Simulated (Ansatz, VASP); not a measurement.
# InAs in two plane-wave programs, part 2 of 2

One calculation is typed for both programs; each brings its own data sets. How far apart do they land? The structure shown is the start of the Ansatz relaxation below; VASP solves that cell, so the two are compared at the walk's first step.

VASP 6.6.1 and Ansatz 0.2.0.

So far. Step 3 (VASP: single point, LDA, start cell, pair 1): The run ends at a pressure of 1.65 GPa, with forces up to 0.100 eV/Å.

## 7. VASP: single point, LDA, start cell, pair 2

Level of this step: LDA; plane waves and PAW (As, In_d) (VASP).

The same cell, functional (in two slightly different forms), mesh and smearing now go to VASP, with its own data sets.

Input file INCAR:

```
SYSTEM = InAs
PREC = Accurate
ENCUT = 400
EDIFF = 1E-06
NELM = 120
ISMEAR = 1
SIGMA = 0.2
LREAL = .FALSE.
ALGO = Normal
GGA = CA
NBANDS = 15
LORBIT = 11
LWAVE = .FALSE.
LCHARG = .FALSE.
ISIF = 2
LASPH = .TRUE.
GGA_COMPAT = .FALSE.
KPAR = 2
```

Input file POSCAR:

```
InAs
1.0
   -0.0304660000      2.9831200000      3.0295420000
    2.9831200000     -0.0304660000      3.0295420000
    2.9526530000      2.9526530000      0.0000000000
As In
1 1
Direct
    0.7491028347      0.7491028347      0.7508970809
    0.0008971653      0.0008971653      0.9991028344
```

Input file KPOINTS:

```
Automatic mesh
0
Gamma
12 12 12
0 0 0
```

PAW data sets: As and In_d (LDA family, release 64).

Command:

```
$ mpirun -np 2 vasp_std
```

Numbers of over 12 decimals in the logs are rounded to 6 here.

The log of the run:

```text
[... set-up lines as in an earlier step ...]
 entering main loop
       N       E                     dE             d eps       ncg     rms          rms(c)
DAV:   1     0.104476436469E+03    0.10448E+03   -0.72366E+03  8471   0.108E+03
DAV:   2    -0.226174113788E+01   -0.10674E+03   -0.10277E+03  9191   0.278E+02
DAV:   3    -0.916714780828E+01   -0.69054E+01   -0.68734E+01 10794   0.751E+01
DAV:   4    -0.933859885980E+01   -0.17145E+00   -0.17141E+00 10306   0.133E+01
[...]
DAV:  11    -0.902213603295E+01   -0.28261E-05   -0.37781E-05 13175   0.120E-01    0.427E-02
DAV:  12    -0.902213374402E+01    0.22889E-05   -0.50561E-06 10757   0.304E-02    0.600E-03
DAV:  13    -0.902213379971E+01   -0.55692E-07   -0.69416E-07  5936   0.538E-03
   1 F= -.90221338E+01 E0= -.90222733E+01  d E =0.418376E-03
```

From OUTCAR (step 7):

```text
  Total        0.4157255      0.4157255      0.2251686      0.3577850      0.0000000      0.0000000
  in kB       12.3541907     12.3541907      6.6913755     10.6323623      0.0000011      0.0000011
  external PRESSURE =      10.4665857 kB  Pullay stress =       0.0000000 kB

 POSITION                                       TOTAL-FORCE (eV/Angst)
 -----------------------------------------------------------------------------------
      4.42898      4.42898      4.53888        -0.000000     -0.000000     -0.091278
      2.95265      2.95265      0.00544         0.000000      0.000000      0.091278
 -----------------------------------------------------------------------------------
    total drift:                                0.000037      0.000037     -0.000191

  FREE ENERGIE OF THE ION-ELECTRON SYSTEM (eV)
  ---------------------------------------------------
  free  energy   TOTEN  =        -9.0221337997 eV

  energy  without entropy=       -9.0225521758  energy(sigma->0) =       -9.02227326

[... 1 part as in an earlier step ...]

[... 2 further parts left out ...]
[key lines of the parts left out:]
E-fermi :   4.6564
```

The run ends at a pressure of 1.05 GPa, with forces up to 0.091 eV/Å.

## 8. Differences

What differs besides the data sets and the points named for the pairs above, as far as they apply: the data sets hold 28 valence electrons in Ansatz (on its PAW soft_1 files) and 18 in VASP. Total energies have different zeros and are not compared.

Forces (eV/Å; atoms numbered as in POSCAR):

| atom | Ansatz x, y, z | VASP x, y, z |
| --- | --- | --- |
| As1 | 0.000, 0.000, -0.089 | 0.000, 0.000, -0.091 |
| In2 | 0.000, 0.000, 0.089 | 0.000, 0.000, 0.091 |

The forces differ by 1.2 meV/Å r.m.s., which is 2.4 % of the r.m.s. force of 0.053 eV/Å (both taken over all components).

## 9. Other set-ups

Further runs change the set-up of one program: Ansatz's method, potentials or start, or VASP's data sets, cutoff or form of LDA. The table gives that difference for each run.

| run | r.m.s. force difference (meV/Å) |
| --- | --- |
| as above | 1.2 |
| VASP with a cutoff of 500 eV (perhaps on Ansatz's relaxed cell) | 0.95 |

## 10. Ansatz: relaxation, LDA

The two programs are compared at the cell with which this relaxation starts, whose forces are those of its first step. The cell compared in this pair holds 53.67 Å³, against 53.91 Å³ for the pair before.

The structure compared here is the start of the Ansatz relaxation; VASP solves that cell, so the two are compared at the walk's first step.

Input file input.yaml:

```yaml
crystal:
  lattice:
    - [-0.045991755, 2.9685160649, 3.0459775318]
    - [2.9685160649, -0.045991755, 3.0459775318]
    - [2.9225243099, 2.9225243099, 0.0]
  atoms:
    - { symbol: As, position: [0.7481949481, 0.7481949481, 0.7518050519] }
    - { symbol: In, position: [0.0018050519, 0.0018050519, -0.0018050519] }
  conventional_axes: [[0, 0, 1], [1, -1, 0], [1, 1, -1]]
kpoints:
  mp_grid: { grid: [12, 12, 12] }
hamiltonian:
  xc: lda
  pseudopotentials: { kind: paw, azcp: { folder: soft_1 }, xc_functional: pbe }
scf:
  occupations: { method: methfessel_paxton, width: 0.2 }
output:
  forces: true
  stress: true
  eigenvalues: true
relax:
  adjacent_minimum: "off"
  f_tol: 0.001
  max_steps: 60
  cell: { stress_tol: 0.01, fix: [a, angles] }
```

Command:

```
$ ansatz run input.yaml --threads 4 --pin off --max-ram 10240MiB --backend cpu --events-out ev --progress --plain --runs-dir out
```

The log of the run:

```text
[...]
Crystal: 2 atoms, lattice volume = 53.670 Å³
Basis set: ecut = 420 eV, 1039 PW (Γ)
Bands: 18, of which v1, the nominal top of the filled ones, is band 14 counted from 1 (13 counted from 0)
Symmetry: 4 space group operations
[...]
k-points: 280 of 1728 (time reversal used)
[...]
k-point 279: bands = [... 10 lower, -2.3590, 1.5335, 5.2145, 5.5548, 9.0920, 9.9171, 16.6407, 16.9438]
--- Relaxed structure (4 steps of the walk, 4 accepted, 1 SCFs on fresh bases) ---
[...]
cell:  # Å, volume = 53.9684 Å³
    - [-0.046407, 2.968932, 3.062070]
    - [2.968932, -0.046407, 3.062070]
    - [2.922524, 2.922524, 0.0]
  atoms:
    - { symbol: As, position: [0.747306, 0.747306, 0.752694] }
    - { symbol: In, position: [0.0026941, 0.0026941, -0.0026941] }
[key lines of the parts left out:]
SCF converged after 6 iterations
Free energy (F): -10231.290012 eV
Fermi energy:    7.821886 eV
P = ⅓ Tr σ = 0.8027 GPa (8.027 kbar)
```

## 11. VASP: single point, LDA, start cell, pair 3

The same cell, functional (in two slightly different forms), mesh and smearing now go to VASP, with its own data sets.

INCAR is that of step 7.

Input file POSCAR:

```
InAs
1.0
   -0.0459920000      2.9685160000      3.0459780000
    2.9685160000     -0.0459920000      3.0459780000
    2.9225240000      2.9225240000      0.0000000000
As In
1 1
Direct
    0.7481948327      0.7481948327      0.7518051673
    0.0018050032      0.0018050032      0.9981949968
```

KPOINTS is that of step 7.

Command:

```
$ mpirun -np 2 vasp_std
```

The log of the run:

```text
[... set-up lines as in an earlier step ...]
 entering main loop
       N       E                     dE             d eps       ncg     rms          rms(c)
DAV:   1     0.104779472004E+03    0.10478E+03   -0.72633E+03  8485   0.108E+03
DAV:   2    -0.235268947079E+01   -0.10713E+03   -0.10335E+03  9226   0.276E+02
DAV:   3    -0.916622972020E+01   -0.68135E+01   -0.67837E+01 10780   0.744E+01
DAV:   4    -0.933429741484E+01   -0.16807E+00   -0.16803E+00 10373   0.132E+01
[...]
DAV:  11    -0.901493821425E+01   -0.25102E-05   -0.38741E-05 13071   0.122E-01    0.415E-02
DAV:  12    -0.901493593735E+01    0.22769E-05   -0.51176E-06 10896   0.304E-02    0.597E-03
DAV:  13    -0.901493599438E+01   -0.57035E-07   -0.70773E-07  5810   0.546E-03
   1 F= -.90149360E+01 E0= -.90150740E+01  d E =0.414117E-03
```

OUTCAR, selected parts (step 11):

```text
  Total        0.5560325      0.5560325      0.2312517      0.5001644      0.0000000      0.0000000
  in kB       16.5989052     16.5989052      6.9034175     14.9311098      0.0000000      0.0000000
  external PRESSURE =      13.3670760 kB  Pullay stress =       0.0000000 kB

 POSITION                                       TOTAL-FORCE (eV/Angst)
 -----------------------------------------------------------------------------------
      4.38379      4.38379      4.55797         0.000000      0.000000     -0.095613
      2.92252      2.92252      0.01100         0.000000      0.000000      0.095613
 -----------------------------------------------------------------------------------
    total drift:                               -0.000001     -0.000001     -0.000153

  FREE ENERGIE OF THE ION-ELECTRON SYSTEM (eV)
  ---------------------------------------------------
  free  energy   TOTEN  =        -9.0149359944 eV

  energy  without entropy=       -9.0153501110  energy(sigma->0) =       -9.01507403

[... 1 part as in an earlier step ...]

[... 2 further parts left out ...]
[key lines of the parts left out:]
E-fermi :   4.7496
```

The run ends at a pressure of 1.34 GPa, with forces up to 0.096 eV/Å.

## 12. Comparison

What differs besides the data sets and the points named for the pairs above, as far as they apply: the data sets hold 28 valence electrons in Ansatz (on its PAW soft_1 files) and 18 in VASP. Total energies have different zeros and are not compared.

Forces (eV/Å; atoms numbered as in POSCAR):

| atom | Ansatz x, y, z | VASP x, y, z |
| --- | --- | --- |
| As1 | 0.000, 0.000, -0.093 | 0.000, 0.000, -0.096 |
| In2 | 0.000, 0.000, 0.093 | 0.000, 0.000, 0.096 |

The forces differ by 1.7 meV/Å r.m.s., which is 3.1 % of the r.m.s. force of 0.055 eV/Å (both taken over all components).

## 13. Further runs

Further runs change the set-up of one program: Ansatz's method, potentials or start, or VASP's data sets, cutoff or form of LDA. The table gives that difference for each run.

| run | r.m.s. force difference (meV/Å) |
| --- | --- |
| as above | 1.7 |
| VASP with a cutoff of 500 eV (perhaps on Ansatz's relaxed cell) | 1.4 |

## 14. Outcome

```yaml
r_m_s_force_difference_single_point_lda_start_cell_pair_1: 2.2 meV/Å
r_m_s_force_difference_single_point_lda_start_cell_pair_2: 1.2 meV/Å
r_m_s_force_difference_single_point_lda_start_cell_pair_3: 1.7 meV/Å
```

In words: The r.m.s. force difference is 2.2 meV/Å (single point, LDA, start cell, pair 1), within the 12 meV/Å picked in this series as the mark of a large difference. The data sets hold unlike numbers of valence electrons (28 in Ansatz and 18 in VASP), so part of the differences comes from the potentials. 10 further runs of this series are not shown here. Such differences can come from data sets, numerical settings and the points named under the comparisons, not from the functional's error against experiment.

[Lines on the potential files, build, host, timing and source positions are cut from VASP's logs without a mark.]

[Logs are printed without paths, hosts, clocks, repeated set-up lines and the standing remarks that a program may print on its own settings, such as how far it seeks lower states.]

[Hosts, paths, dates, database ids (printed as entryN), source tags and the programs' standing remarks are cut or masked in the printed files.]

[Rows of further runs with another cutoff or data set may stand on the cell that Ansatz relaxed, not on the start cell of the pair above them.]
